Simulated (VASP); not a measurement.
# Os (P6_3/mmc) in VASP: further runs

The runs below take Os through relaxation of cell and atoms, with PBE.

All numbers are computed with VASP 6.6.1; they aren't measurements. Logs are shortened: lines on timing, memory, paths and dates and some standing lists are left out, and cuts for length are marked.

## (1) The crystal as given

It takes space group P6_3/mmc (No. 194, hexagonal). Conventional cell: a = 2.734 Å, b = 2.734 Å, c = 4.320 Å, α = 90.00°, β = 90.00°, γ = 120.00°. Around Os (site symmetry -6m2) lie 12 Os at 2.68 to 2.73 Å.

## (2) Relaxation of cell and atoms, PBE

Input file INCAR:

```
SYSTEM = Os
  PREC = Accurate
  ENCUT = 600
  EDIFF = 1E-6
  ISMEAR = -1
  SIGMA = 0.05
  LREAL = .FALSE.
  LASPH = .TRUE.
  NELM = 80
  ALGO = Fast
  ISIF = 3
  LWAVE = .FALSE.
  LCHARG = .FALSE.
  GGA = PE
  IBRION = 2
  NSW = 60
  EDIFFG = -0.01
```

Input file KPOINTS:

```
Automatic mesh
0
G
  11 11 6
  0 0 0
```

Input file POSCAR:

```
Os
1.0
    2.7341000000      0.0000000000      0.0000000000
   -1.3670500000      2.3678000565      0.0000000000
    0.0000000000      0.0000000000      4.3197000000
Os
2
Direct
    0.6666666667      0.3333333333      0.7500000000
    0.3333333333      0.6666666667      0.2500000000
```

Potentials or basis: VASP PAW PBE potentials, release 54 (Os).

On the command line:

```sh
$ cat potpaw_PBE.54/Os/POTCAR > POTCAR
$ mpirun -np 1 vasp_std > vasp.out
```

OUTCAR:

```text
SYSTEM = Os
   PREC = Accurate
   ENCUT = 600
   EDIFF = 1E-6
   ISMEAR = -1
   LREAL = .FALSE.
   LASPH = .TRUE.
   NELM = 80
   ISIF = 3
   GGA = PE
   IBRION = 2
   NSW = 60
   EDIFFG = -0.01

 ion  position               nearest neighbor table
   1  0.667  0.333  0.750-   2 2.68   2 2.68   2 2.68   2 2.68   2 2.68   2 2.68
   2  0.333  0.667  0.250-   1 2.68   1 2.68   1 2.68   1 2.68   1 2.68   1 2.68

  LATTYP: Found a hexagonal cell.
 ALAT       =     2.7341000000
 C/A-ratio  =     1.5799348963

  Lattice vectors:

 A1 = (   2.7341000000,   0.0000000000,   0.0000000000)
 A2 = (  -1.3670500000,   2.3678000565,   0.0000000000)
 A3 = (   0.0000000000,   0.0000000000,   4.3197000000)

Analysis of symmetry for initial positions (statically):
=====================================================================
 Subroutine PRICEL returns:
 Original cell was already a primitive cell.

 Routine SETGRP: Setting up the symmetry group for a
 hexagonal supercell.

 Subroutine GETGRP returns: Found 24 space group operations
 (whereof 12 operations were pure point group operations)
 out of a pool of 24 trial point group operations.

The static configuration has the point symmetry D_3d.
 The point group associated with its full space group is D_6h.

Analysis of symmetry for dynamics (positions and initial velocities):
=====================================================================
 Subroutine PRICEL returns:
 Original cell was already a primitive cell.

 Routine SETGRP: Setting up the symmetry group for a
 hexagonal supercell.

 Subroutine GETGRP returns: Found 24 space group operations
 (whereof 12 operations were pure point group operations)
 out of a pool of 24 trial point group operations.

The dynamic configuration has the point symmetry D_3d.
 The point group associated with its full space group is D_6h.

 Subroutine INISYM returns: Found 24 space group operations
 (whereof 12 operations are pure point group operations),
 and found     1 'primitive' translations

----------------------------------------------------------------------------------------

                                     Primitive cell

  volume of cell :      27.9649

  direct lattice vectors                    reciprocal lattice vectors
     2.734100000  0.000000000  0.000000000     0.365751070  0.211166479  0.000000000
    -1.367050000  2.367800057  0.000000000     0.000000000  0.422332957  0.000000000
     0.000000000  0.000000000  4.319700000     0.000000000  0.000000000  0.231497558

  length of vectors
     2.734100000  2.734100000  4.319700000     0.422332957  0.422332957  0.231497558

  position of ions in fractional coordinates (direct lattice)
     0.666666667  0.333333333  0.750000000
     0.333333333  0.666666667  0.250000000

  ion indices of the primitive-cell ions
   primitive index   ion index
                 1           1
                 2           2

----------------------------------------------------------------------------------------

 KPOINTS: Automatic mesh

Automatic generation of k-mesh.
 Grid dimensions read from file:
 generate k-points for:   11   11    6

 Generating k-lattice:

  Cartesian coordinates                     Fractional coordinates (reciprocal lattice)
     0.033250097  0.019196953  0.000000000     0.090909091 -0.000000000  0.000000000
     0.000000000  0.038393905  0.000000000     0.000000000  0.090909091  0.000000000
     0.000000000  0.000000000  0.038582926     0.000000000  0.000000000  0.166666667

  Length of vectors
     0.038393905  0.038393905  0.038582926

  Shift w.r.t. Gamma in fractional coordinates (k-lattice)
     0.000000000  0.000000000  0.000000000

 Subroutine IBZKPT returns following result:
 ===========================================

 Found     64 irreducible k-points:

 Following reciprocal coordinates:
            Coordinates               Weight
  0.000000  0.000000  0.000000      1.000000
  0.090909  0.000000  0.000000      6.000000
  0.181818  0.000000  0.000000      6.000000
  0.272727 -0.000000  0.000000      6.000000
  0.363636 -0.000000  0.000000      6.000000
  0.454545  0.000000  0.000000      6.000000
[... 16 lines left out ...]
  0.090909  0.090909  0.166667     12.000000
  0.181818  0.090909  0.166667     24.000000
 [... further k-points ...]
   k-points           NKPTS =     64   k-points in BZ     NKDIM =     64   number of bands    NBANDS=     12
   number of dos      NEDOS =    301   number of ions     NIONS =      2
   total plane-waves  NPLWV =  20736
   dimension x,y,z NGX =    24 NGY =   24 NGZ =   36
   dimension x,y,z NGXF=    48 NGYF=   48 NGZF=   72
   ions per type =               2
   NGX,Y,Z   is equivalent  to a cutoff of  14.59, 14.59, 13.85 a.u.
   NGXF,Y,Z  is equivalent  to a cutoff of  29.19, 29.19, 27.71 a.u.
 SYSTEM =  Os
   PREC   = accura    normal or accurate (medium, high low for compatibility)
   ISTART =      0    job   : 0-new  1-cont  2-samecut
   ICHARG =      2    charge: 1-file 2-atom 10-const
   ISPIN  =      1    spin polarized calculation?
   LNONCOLLINEAR =      F non collinear calculations
   LSORBIT =      F    spin-orbit coupling
   LASPH  =      T    aspherical Exc in radial PAW
   ENCUT  =  600.0 eV  44.10 Ry    6.64 a.u.   5.46  5.46  8.63*2*pi/ulx,y,z
   NELM   =     80;   NELMIN=  2; NELMDL= -5     # of ELM steps
   EDIFF  = 0.1E-05   stopping-criterion for ELM
   LREAL  =      F    real-space projection
   EDIFFG = -.1E-01   stopping-criterion for IOM
   NSW    =     60    number of steps for IOM
   IBRION =      2    ionic relax: 0-MD 1-quasi-New 2-CG
   NFREE  =      1    steps in history (QN), initial steepest desc. (CG)
   ISIF   =      3    stress and relaxation
   ISYM   =      2    0-nonsym 1-usesym 2-fastsym
   POTIM  = 0.5000    time-step for ionic-motion
   TEBEG  =    0.0;   TEEND  =   0.0 temperature during run
   PSTRESS=    0.0 pullay stress
   NELECT =      16.0000    total number of electrons
   NUPDOWN=      -1.0000    fix difference up-down
   EMIN   =  10.00;   EMAX   =-10.00  energy-range for DOS
   EFERMI =   0.00;   METHOD = LEGACY
   ISMEAR =    -1;   SIGMA  =   0.05  broadening in eV -4-tet -1-fermi 0-gaus
   EFERMI_NEDOS =   21; number of points for ismear=-14 and -15
   IALGO  =     68    algorithm
   IMIX   =      4    mixing-type and parameters
     AMIX     =   0.40;   BMIX     =  1.00
     AMIX_MAG =   1.60;   BMIX_MAG =  1.00
  volume/ion in A,a.u.               =      13.98        94.36
  Fermi-wavevector in a.u.,A,eV,Ry     =   1.359076  2.568282 25.131161  1.847088
  Thomas-Fermi vector in A             =   2.485855
   LORBIT       =      0    0 simple, 1 ext, 2 COOP (PROOUT), +10 PAW based schemes
   GGA     = PE    functional components
   LHFCALC =     F    Hartree Fock is set to
   AEXX    =    0.0000 exact exchange contribution
   IVDW    =     0    specifies the selected vdW correction
   LEPSILON=     F    determine dielectric tensor
   LRPA    =     F    only Hartree local field effects (RPA)
 conjugate gradient relaxation of ions
 non-spin polarized calculation
 RMM-DIIS sequential band-by-band and
  energy-cutoff  :      600.00
  volume of cell :       27.96
 maximum number of plane-waves:       965
 NGX is ok and might be reduce to    24
   NGX = 11   NGY = 11   NGZ = 17

--------------------------------------- Ionic step        1  -------------------------------------------

 number of electron      16.0000001 magnetization

 Free energy of the ion-electron system (eV)
  ---------------------------------------------------
  ext. energy  EPLUGINS =         0.00000000
  ---------------------------------------------------
  free energy    TOTEN  =       -22.47505286 eV

  energy without entropy =      -22.46187122  energy(sigma->0) =      -22.46846204

------------------------ aborting loop because EDIFF is reached ----------------------------------------

  FORCE on cell =-STRESS in cart. coord.  units (eV):
  Direction    XX          YY          ZZ          XY          YZ          ZX
  --------------------------------------------------------------------------------------
  -------------------------------------------------------------------------------------
  Total        1.5580105      1.5580105      1.6064138     -0.0000000     -0.0000000     -0.0000000
  in kB       89.2622764     89.2622764     92.0354223     -0.0000000     -0.0000000     -0.0000000
  external PRESSURE =      90.1866584 kB  Pullay stress =       0.0000000 kB
[... 273 lines left out ...]
  energy  without entropy=      -22.4776063780  energy(sigma->0) =      -22.48444265

--------------------------------------- Ionic step        9  -------------------------------------------

 number of electron      16.0000000 magnetization

 Free energy of the ion-electron system (eV)
  ---------------------------------------------------
  ext. energy  EPLUGINS =         0.00000000
  ---------------------------------------------------
  free energy    TOTEN  =       -22.49134133 eV

  energy without entropy =      -22.47769962  energy(sigma->0) =      -22.48452047

 E-fermi :   9.1141     XC(G=0): -13.9386

 val. band max:        9.0887720238   @ k =   0.0909   0.0000   0.3333
 cond. band min:       9.1722967051   @ k =   0.3636   0.0909   0.3333
 fundamental gap:      0.0835246813
 Fermi energy:         9.1141345023

 k-point     1 :       0.0000    0.0000    0.0000
  band No.  band energies     occupation
      1      -1.5992      2.00000
      2       1.5619      2.00000
      3       6.1990      2.00000
      4       6.1990      2.00000
      5       6.4471      2.00000
      6       7.0142      2.00000
      7       7.0142      2.00000
      8       7.6354      2.00000
      9       7.6354      2.00000
     10       9.1880      0.37187
     11      10.7942      0.00000
     12      10.7942      0.00000
[... 331 lines left out ...]
 k-point    24 :       0.1818    0.0909    0.1667
  band No.  band energies     occupation
      1       0.6626      2.00000
      2       3.1327      2.00000
      3       4.5131      2.00000
      4       4.7345      2.00000
      5       5.9590      2.00000
      6       6.5539      2.00000
      7       7.1087      2.00000
      8       8.0407      2.00000
      9       8.6298      1.99988
     10       8.9959      1.82811
     11      11.2136      0.00000
     12      14.5473      0.00000

 [... further k-points ...]

------------------------ aborting loop because EDIFF is reached ----------------------------------------

  FORCE on cell =-STRESS in cart. coord.  units (eV):
  Direction    XX          YY          ZZ          XY          YZ          ZX
  --------------------------------------------------------------------------------------
  -------------------------------------------------------------------------------------
  Total        0.0030290      0.0030290      0.0046333     -0.0000000      0.0000000      0.0000000
  in kB        0.1699272      0.1699272      0.2599302     -0.0000000      0.0000000      0.0000000
  external PRESSURE =       0.1999282 kB  Pullay stress =       0.0000000 kB
[... 17 lines left out ...]
  FREE ENERGIE OF THE ION-ELECTRON SYSTEM (eV)
  ---------------------------------------------------
  free  energy   TOTEN  =       -22.4913413255 eV

  energy  without entropy=      -22.4776996227  energy(sigma->0) =      -22.48452047

 reached required accuracy - stopping structural energy minimisation
```

Wall time 2.9 min (1 thread of Intel Xeon Platinum 8259CL at 2.50GHz (Skylake/Cascade Lake), shared host); peak memory 0.18 GiB.

What came out:

| Item | Value |
| --- | --- |
| Free energy | -22.4913 eV |
| Relaxed volume | 14.28 Å³/atom |
| Relaxed cell | a = 2.754 Å, b = 2.754 Å, c = 4.348 Å, α = 90.00°, β = 90.00°, γ = 120.00° |
| Space group after relaxing (to 0.05 Å) | P6_3/mmc (No. 194) |
| Energy gained by relaxing | 8.1 meV/atom |
| Ionic steps | 9 |
| Pressure after relaxing | 0.0 GPa |
| Band gap on the k mesh | none (metal or under the smearing width) |

Step by step:
```tsv
step	energy change (eV)	largest force (eV/Å)	pressure (GPa)	volume (Å³)
1	0.0000	0.0000	9.02	27.96
2	0.2568	0.0000	-29.37	31.27
3	-0.0162	0.0000	-0.38	28.58
4	-0.0163	0.0000	-0.02	28.56
5	-0.0163	0.0000	0.17	28.55
6	-0.0163	0.0000	0.16	28.55
7	-0.0163	0.0000	0.17	28.55
8	-0.0162	0.0000	-0.50	28.60
9	-0.0163	0.0000	0.02	28.56
```

Final structure:
```
Os
1.0
     2.75388    0.00000    0.00000
    -1.37694    2.38493    0.00000
     0.00000    0.00000    4.34834
Os
2
Direct
  0.66667 0.33333 0.75000
  0.33333 0.66667 0.25000
```

Spin-orbit coupling is left out, which matters for the levels of Os. Zero-point motion and thermal expansion aren't in these numbers.

(Part 1 of 2 ends here.)
